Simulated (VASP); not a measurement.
Input of a VASP 6.6.1 run:

The input INCAR:

```
  PREC = Accurate
  ENCUT = 520
  EDIFF = 1E-7
  ISMEAR = 0
  SIGMA = 0.02
  LREAL = False
  LASPH = True
  NELM = 100
  ALGO = Fast
  ISIF = 2
  LWAVE = False
  LCHARG = False
  LDIPOL = True
  IDIPOL = 3
  DIPOL = 0.5 0.5 0.500
  GGA = PE
  IVDW = 12
  NBANDS = 31
```

The input KPOINTS:

```
regular mesh
0
Gamma
  12 12 1
```

POSCAR

```
PtSe2
1.0
    3.7350509809      0.0000000000      0.0000000000
   -1.8675254905      3.2346490339      0.0000000000
    0.0000000000      0.0000000000     40.7681142339
Se Pt
4 2
Direct
    0.6666666667      0.3333333333      0.4068571627
    0.3333333333      0.6666666667      0.4708609182
    0.6666666667      0.3333333333      0.5291390818
    0.3333333333      0.6666666667      0.5931428373
    0.0000000000      0.0000000000      0.4392460165
    0.0000000000      0.0000000000      0.5607539835
```

Potentials or basis: VASP PAW PBE potentials, release 64 (Se, Pt).

Command:

```sh
$ cat potpaw_PBE.64/Se/POTCAR potpaw_PBE.64/Pt/POTCAR > POTCAR
$ mpirun -np 1 vasp_std > vasp.out
```

**Question.** Predict the band gap on the k mesh.

**Answer.** 0.25 eV, indirect (least direct gap 0.93 eV).

**Question.** What does it give for the dispersion energy per atom?

**Answer.** -0.384 eV.

**Question.** What does it give for the largest force?

**Answer.** 0.009 eV/Å.

Forces on the atoms (eV/Å):
```
Se   0.000  0.000 -0.003
Se   0.000  0.000  0.009
Se   0.000  0.000 -0.009
Se   0.000  0.000  0.003
Pt   0.000  0.000  0.004
Pt   0.000  0.000 -0.004
```

Caveat: spin-orbit coupling is left out, which moves the levels of the heavy elements. A hybrid or GW would open this gap; PBE tends to underestimate it.
